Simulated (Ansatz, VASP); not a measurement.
# Two plane-wave programs on AlP2

```
CELL_PARAMETERS angstrom
3.39559 0.00000 0.00000
-1.69779 2.94066 0.00000
0.00000 0.00000 9.62618
ATOMIC_POSITIONS crystal
Al 0.33333 0.66667 0.37536
Al 0.66667 0.33333 0.87536
P 0.33333 0.66667 0.04522
P 0.66667 0.33333 0.54522
P 0.00000 0.00000 0.20442
P 0.00000 0.00000 0.70442
```

Alike in both runs: functional PBE; k mesh 12 × 12 × 4; occupations gaussian, width 0.1 eV; no spin polarisation.

Ansatz relaxed the structure, and its values are those at the end. VASP's run is a single point on that final structure, the one shown.

|  | VASP | Ansatz |
| --- | --- | --- |
| version | VASP 6.6.1 | Ansatz 0.2.0 |
| potentials or method | VASP PAW PBE potentials, release 64 (Al, P) | scalar-relativistic, plane waves, PAW |
| plane-wave cutoff (eV) | 520 | 420 |
| valence electrons in the cell | 26 | 26 |

Ansatz gave:

* gap on the k mesh at the Fermi level (eV): none
* pressure (GPa): 0.0
* rms of the force components (eV/Å): 0.000

Which values does VASP return?

gap on the k mesh at the Fermi level (eV): none; pressure (GPa): -0.1; rms of the force components (eV/Å): 0.004.

A gap of «none» marks a metal or a gap that the smearing closes.
